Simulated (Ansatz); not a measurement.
## Al: do energies and stresses tell the same story?

Theory: DFT r2SCAN, scalar-relativistic, plane waves, PAW (Ansatz 0.2.0).

Settings: cutoff 500 eV, Γ-centred mesh 18×18×10 on the computed 2-atom cell, Gaussian smearing of 0.10 eV; no spin polarisation.

Relaxed cell: P6_3/mmc, a = 2.808 Å, b = 2.808 Å, c = 4.689 Å, α = 90.00°, β = 90.00°, γ = 120.00°, 2 atoms in the primitive cell. This form isn't the element's structure at ambient conditions.

Energies at zero smearing and pressures from the stress tensor, at volumes with shape and atoms relaxed:
```tsv
V (Å³/atom)	E − E(first) (meV/atom)	P (GPa)
15.050	0.00	6.24
15.530	-13.60	2.88
16.011	-17.79	0.00
16.491	-14.01	-2.45
16.971	-3.41	-4.54
```

Q: Check P = −dE/dV between neighbouring volumes, and get the bulk modulus from the pressures alone.

A: With 1 eV/Å³ = 160.2 GPa:
| middle V (Å³/atom) | −ΔE/ΔV (GPa) | mean P (GPa) |
| --- | --- | --- |
| 15.290 | 4.536 | 4.563 |
| 15.771 | 1.399 | 1.443 |
| 16.251 | -1.263 | -1.225 |
| 16.731 | -3.534 | -3.495 |

The two differ by 0.04 GPa at most. The mean of two end pressures misses the average over a step by about ΔV² P″/12, up to 0.04 GPa here; with that taken off 0.01 GPa remains. Around V = 16.011 Å³/atom, the two neighbours give B = −V ΔP/ΔV = 16.011 × 5.34 / 0.961 = 88.9 GPa, against B0 = 88.7 GPa from the Birch–Murnaghan fit of the energies.